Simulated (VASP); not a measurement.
The system is TaN.

```
CELL_PARAMETERS angstrom
3.04800 0.00000 0.00000
-1.52400 2.63965 0.00000
0.00000 0.00000 4.91800
ATOMIC_POSITIONS crystal
Ta 0.00000 0.00000 0.00000
Ta 0.00000 0.00000 0.50000
N 0.33333 0.66667 0.25000
N 0.66667 0.33333 0.75000
```

Base run:

| Item | Value |
| --- | --- |
| Program | VASP 6.6.1 |
| Functional | r2SCAN |
| Potentials or basis | VASP PAW PBE potentials, release 64 (Ta_pv, N) |
| Cutoff | 520 eV |
| k mesh | 7 × 7 × 4 |
| Occupations | gaussian, width 0.05 eV |
| Spin | collinear spin, ferrimagnetic start |
| Starting moments | [0.5, -0.25, 0.0, 0.0] μB |
| Hubbard terms | Ta d U = 8 eV |

Its results: band gap on the k mesh none (metal or under the smearing width); pressure 89.8 GPa; net moment 0.02 μB per cell.

Task: The run is repeated on the same cell with these changes: hubbard terms from Ta d U = 8 eV to Ta d U = 6 eV; further incar settings from ALGO = Normal; EDIFF = 1e-06 to ALGO = Normal; EDIFF = 1e-07. What comes out?

Result: Band gap on the k mesh none (metal or under the smearing width); pressure 80.5 GPa; net moment 0.03 μB per cell.

Caveats: a pressure of tens of GPa on the cell as given is suspect, and the run, the potentials or the cell itself is likely at fault; the PAW data sets were made with another functional, which shifts forces and pressure a little.
